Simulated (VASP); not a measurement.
These are PBE GGA, VASP's PBE PAW potentials (set 64) (plane waves; VASP 6.6.1) values and carry that method's errors.

VASP ran on this input.

KPOINTS:
```
Automatic mesh
0
Gamma
7 7 7
0 0 0
```

### POSCAR
```
LiI
1
    0.0000000000     3.0100000000     3.0100000000
    3.0100000000     0.0000000000     3.0100000000
    3.0100000000     3.0100000000     0.0000000000
Li I
1 1
Direct
  0.0000000000   0.0000000000   0.0000000000
  0.5000000000   0.5000000000   0.5000000000
```

INCAR:
```
SYSTEM=LiI
PREC=Accurate; ENCUT=520; LREAL=.False.
LASPH=.True.; NELECT=9.5
EDIFF=1E-6; NELM=100; ALGO=Normal
LMAXMIX=4
ISMEAR=0; SIGMA=0.05
GGA=PE
ISIF=2
LWAVE=.False.; LCHARG=.False.
```

POTCAR, in this order: Li_sv I (PBE.64 set). Program: vasp_std.

Output of the run:

File OUTCAR:
```
 ion  position               nearest neighbor table
   1  0.000  0.000  0.000-   2 3.01   2 3.01   2 3.01   2 3.01   2 3.01   2 3.01
   2  0.500  0.500  0.500-   1 3.01   1 3.01   1 3.01   1 3.01   1 3.01   1 3.01
  LATTYP: Found a face centered cubic cell.
 ALAT       =     6.0200000000
 Subroutine PRICEL returns:
 Original cell was already a primitive cell.
 Subroutine GETGRP returns: Found 48 space group operations
The static configuration has the point symmetry O_h .
The dynamic configuration has the point symmetry O_h .
 Subroutine INISYM returns: Found 48 space group operations
 Subroutine IBZKPT returns following result:
 Found     20 irreducible k-points:

 Following reciprocal coordinates:
            Coordinates               Weight
  0.000000  0.000000  0.000000      1.000000
  0.142857  0.000000  0.000000      8.000000
  0.285714  0.000000  0.000000      8.000000
  0.428571  0.000000  0.000000      8.000000
  0.142857  0.142857  0.000000      6.000000
  0.285714  0.142857  0.000000     24.000000
  0.428571  0.142857  0.000000     24.000000
 -0.428571  0.142857  0.000000     24.000000
 -0.285714  0.142857  0.000000     24.000000
 -0.142857  0.142857  0.000000     12.000000
  0.285714  0.285714  0.000000      6.000000
  0.428571  0.285714  0.000000     24.000000
 -0.428571  0.285714  0.000000     24.000000
 -0.285714  0.285714  0.000000     12.000000
  0.428571  0.428571  0.000000      6.000000
 -0.428571  0.428571  0.000000     12.000000
  0.428571  0.285714  0.142857     24.000000
 -0.428571  0.285714  0.142857     48.000000
 -0.428571  0.428571  0.142857     24.000000
 -0.285714  0.428571  0.142857     24.000000
   k-points           NKPTS =     20   k-points in BZ     NKDIM =     20   number of bands    NBANDS=      9
   number of dos      NEDOS =    301   number of ions     NIONS =      2
   total plane-waves  NPLWV =  32768
   dimension x,y,z NGX =    32 NGY =   32 NGZ =   32
...
```

OSZICAR:
```
       N       E                     dE             d eps       ncg     rms          rms(c)
DAV:   1     0.339194230400E+02    0.33919E+02   -0.30296E+03   360   0.817E+02
DAV:   2    -0.507810837073E+01   -0.38998E+02   -0.38509E+02   519   0.129E+02
DAV:   3    -0.663714846751E+01   -0.15590E+01   -0.15546E+01   444   0.299E+01
DAV:   4    -0.669202439138E+01   -0.54876E-01   -0.54741E-01   615   0.543E+00
DAV:   5    -0.669230631688E+01   -0.28193E-03   -0.28190E-03   466   0.442E-01    0.214E+00
DAV:   6    -0.674977369833E+01   -0.57467E-01   -0.19317E-01   390   0.205E+00    0.107E+00
DAV:   7    -0.675381594922E+01   -0.40423E-02   -0.72606E-03   402   0.744E-01    0.442E-01
DAV:   8    -0.675586841463E+01   -0.20525E-02   -0.11848E-03   430   0.341E-01    0.117E-01
DAV:   9    -0.675618567926E+01   -0.31726E-03   -0.23841E-04   423   0.164E-01    0.221E-02
DAV:  10    -0.675619975575E+01   -0.14076E-04   -0.37798E-05   479   0.522E-02    0.329E-03
DAV:  11    -0.675619947114E+01    0.28461E-06   -0.99618E-07   514   0.903E-03
   1 F= -.67561995E+01 E0= -.67549445E+01  d E =-.250989E-02
```

### OUTCAR
```
------------------------ aborting loop because EDIFF is reached ----------------------------------------
  FORCE on cell =-STRESS in cart. coord.  units (eV):
  Direction    XX          YY          ZZ          XY          YZ          ZX
  --------------------------------------------------------------------------------------
  Total       -4.1673981     -4.1673981     -4.1673981      0.0000000     -0.0000000      0.0000000
  in kB     -122.4182280   -122.4182280   -122.4182280      0.0000000     -0.0000000      0.0000000
  external PRESSURE =    -122.4182280 kB  Pullay stress =       0.0000000 kB
  volume of cell :       54.54
      direct lattice vectors                 reciprocal lattice vectors
     0.000000000  3.010000000  3.010000000    -0.166112957  0.166112957  0.166112957
     3.010000000  0.000000000  3.010000000     0.166112957 -0.166112957  0.166112957
     3.010000000  3.010000000  0.000000000     0.166112957  0.166112957 -0.166112957
 POSITION                                       TOTAL-FORCE (eV/Angst)
 -----------------------------------------------------------------------------------
      0.00000      0.00000      0.00000        -0.000000     -0.000000      0.000000
      3.01000      3.01000      3.01000         0.000000      0.000000     -0.000000
 -----------------------------------------------------------------------------------
    total drift:                                0.000000     -0.000000      0.000000
  FREE ENERGIE OF THE ION-ELECTRON SYSTEM (eV)
  ---------------------------------------------------
  free  energy   TOTEN  =        -6.7561994711 eV

  energy  without entropy=       -6.7536895859  energy(sigma->0) =       -6.75494453
```
(Selected blocks of OUTCAR.)

The cell is charged, with a uniform compensating background.

The compound is LiI in the rock salt structure. The cell was not relaxed at this level. The run is one of a series of settings (NELECT = 9.5 against the base run), some of them coarse on purpose.
